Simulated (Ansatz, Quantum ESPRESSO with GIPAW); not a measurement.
# How far relaxation moves the shieldings of Al2O3

Aim: relax the atoms of Al2O3 and see how far that moves its NMR shieldings.

Method: DFT, PBEsol, plane-wave PAW, default files, scalar-relativistic, relaxation, in Ansatz 0.2.0.

Report form: the programs' logs are mostly left out.

## Step 1: The starting structure

It takes space group Pnnm (No. 58, orthorhombic). The conventional cell has a = 4.614 Å, b = 9.563 Å, c = 3.120 Å, α = 90.00°, β = 90.00°, γ = 90.00°. Nearest to Al lie 4 O at 1.68 to 1.82 Å. O has 2 Al at 1.68 Å nearest. Nearest to O lie 3 Al at 1.82 Å. Farther neighbours and most contacts between anions are not listed.

Ansatz does the relaxation; the shieldings come from Quantum ESPRESSO with GIPAW.

## Step 2: A first single point

This run solves the electrons self-consistently at fixed geometry.

Input file input.yaml:

```yaml
crystal:
  lattice:
    - [4.613777, 0.0, 0.0]
    - [0.0, 9.563279, 0.0]
    - [0.0, 0.0, 3.119862]
  atoms:
    - { symbol: Al, position: [0.982975, 0.824573, 0.0] }
    - { symbol: Al, position: [0.017025, 0.175427, 0.0] }
    - { symbol: Al, position: [0.482975, 0.675427, 0.5] }
    - { symbol: Al, position: [0.517025, 0.324573, 0.5] }
    - { symbol: O, position: [0.5, 0.5, 0.5] }
    - { symbol: O, position: [0.123635, 0.75305, 0.5] }
    - { symbol: O, position: [0.376365, 0.25305, 0.0] }
    - { symbol: O, position: [0.623635, 0.74695, 0.0] }
    - { symbol: O, position: [0.0, 0.0, 0.0] }
    - { symbol: O, position: [0.876365, 0.24695, 0.5] }
kpoints:
  mp_grid: { grid: [4, 2, 6] }
scf:
  occupations: { method: fermi_dirac, width: 0.02 }
hamiltonian:
  xc: pbesol
output:
  forces: true
  stress: true
  efg: { quadrupole_moments_barn: { Al: 0.1466, O: -0.02558 } }
```

Launch:

```
$ ansatz run input.yaml --threads 4 --pin off --max-ram 8192MiB --backend cpu --events-out ev --progress --plain --runs-dir out
```

Run time: 1.5 s. Hardware: 4 threads of Arm Neoverse V2, shared host; peak memory 0.47 GiB; 5.4 s of CPU time.

| Property | Result |
| --- | --- |
| free energy | -5476.9859 eV |
| Fermi energy | 4.467 eV |
| gap by band count | 3.428 eV |
| electrons | 48 |
| symmetry operations | 8 |
| pressure | -2.591 GPa |

Forces of up to 0.17 eV/Å remain, so this geometry is not at rest at this level. At -2.6 GPa the cell is away from the equilibrium volume of this level: left free, it would shrink.

## Step 3: Relaxing the atoms

The free atoms are relaxed at fixed cell.

input.yaml: that of step 2 with these lines changed.

```diff
@@ -17,10 +17,15 @@
 kpoints:
-  mp_grid: { grid: [4, 2, 6] }
+  mp_grid: { grid: [5, 3, 7] }
 scf:
-  occupations: { method: fermi_dirac, width: 0.02 }
+  occupations: { method: fixed }
 hamiltonian:
   xc: pbesol
+relax:
+  f_tol: 0.015
+  max_steps: 80
 output:
   forces: true
-  stress: true
-  efg: { quadrupole_moments_barn: { Al: 0.1466, O: -0.02558 } }
+  write_density: true
+  write_potential: true
+  elf: true
+  volumetric_format: npy
```

Run time: 13 s. Hardware: 4 threads; peak memory 0.48 GiB; 51 s of CPU time.

Relaxation path:

| step | energy less that of the first step (eV) | largest force component (eV/Å) |
| --- | --- | --- |
| 1 | 0.0000 | 0.1567 |
| 2 | -0.0198 | 0.1140 |
| 3 | -0.0448 | 0.1780 |
| 4 | -0.0210 | 0.8421 |
| 5 | -0.0537 | 0.0266 |
| 6 | -0.0589 | 0.0621 |
| 7 | -0.0613 | 0.1530 |
| 8 | -0.0624 | 0.0299 |
| 9 | -0.0624 | 0.0291 |
| 10 | -0.0625 | 0.0024 |

Relaxation step 4 was tried and not accepted.

The run keeps the 8 symmetry operations that it works with, so distortions that break them were not tested.

The atoms that moved most (Å):

```
atom      dx      dy     dz  length
  O6   0.498   0.182  0.000   0.530
  O7  -0.498   0.182  0.000   0.530
  O8   0.498  -0.182  0.000   0.530
 O10  -0.498  -0.182  0.000   0.530
 Al4  -0.373   0.030  0.000   0.374
 Al3   0.373  -0.030  0.000   0.374
 Al1   0.373   0.030  0.000   0.374
 Al2  -0.373  -0.030  0.000   0.374
```

Final coordinates:

```cif
data_structure
_symmetry_space_group_name_H-M 'P 1'
_symmetry_Int_Tables_number 1
_cell_length_a 4.6138
_cell_length_b 9.5633
_cell_length_c 3.1199
_cell_angle_alpha 90.000
_cell_angle_beta 90.000
_cell_angle_gamma 90.000
_cell_volume 137.66
loop_
_atom_site_label
_atom_site_type_symbol
_atom_site_fract_x
_atom_site_fract_y
_atom_site_fract_z
_atom_site_occupancy
Al1 Al 0.06379 0.82771 0.00000 1
Al2 Al 0.93621 0.17229 0.00000 1
Al3 Al 0.56379 0.67229 0.50000 1
Al4 Al 0.43621 0.32771 0.50000 1
O5 O 0.50000 0.50000 0.50000 1
O6 O 0.23160 0.77205 0.50000 1
O7 O 0.26840 0.27205 0.00000 1
O8 O 0.73160 0.72795 0.00000 1
O9 O 0.00000 0.00000 0.00000 1
O10 O 0.76840 0.22795 0.50000 1
```

The relaxation ends 6.3 meV an atom lower, with a largest force component of 0.0024 eV/Å.

## Step 4: Shieldings on the relaxed structure

The current that a uniform magnetic field induces gives the shielding at each nucleus.

pw.x and gipaw.x (a patched development version of Quantum ESPRESSO), PBEsol, 55 Ry, mesh 5×3×7.

Input file nmr.in:

```
&inputgipaw
  job = 'nmr'
  prefix = 'x'
  tmp_dir = './tmp/'
  restart_mode = 'from_scratch'
  verbosity = 'low'
  q_gipaw = 0.01
  spline_ps = .true.
  conv_threshold = 1.0d-14
  use_nmr_macroscopic_shape = .false.
  pawproj(1) = .true.
  pawproj(2) = .true.
/
```

Launch:

```
$ mpirun -np 4 gipaw.x -in nmr.in > nmr.out
```

It took 12 min on 4 MPI ranks; peak memory 0.46 GiB; 47 min of CPU time.

Before and after:

```
site  atom no.  mean bond before (Å)  after (Å)  σ_iso before (ppm)  after (ppm)
  Al         1                 1.785      1.780               485.4        484.1
O(1)         5                 1.679      1.674               218.3        216.0
O(2)         6                 1.821      1.816               207.3        210.3
```

## Step 5: Results

| Quantity | Value |
| --- | --- |
| σ_iso of Al | 484.1 ppm |
| σ_iso of O(1) | 216.0 ppm |
| σ_iso of O(2) | 210.3 ppm |

The largest change of shielding is +3.0 ppm, on O(2). The largest move of an atom is 0.530 Å in the cell's frame. In PBE checks against another PAW code, field gradients made this way came out 2 to 6 % larger on O (three silicas and corundum) and 10 % smaller on Al (corundum alone). This build of gipaw.x prints that it is not audited and that its numbers are no references by themselves. The session's other runs are not shown; 1 of its 14 runs failed.

[Logs are printed without paths, hosts, clocks, repeated set-up lines and the standing remarks that a program may print on its own settings, such as how far it seeks lower states.]

[Hosts, paths, dates, database ids (printed as entryN), source tags and the programs' standing remarks are cut or masked in the printed files.]
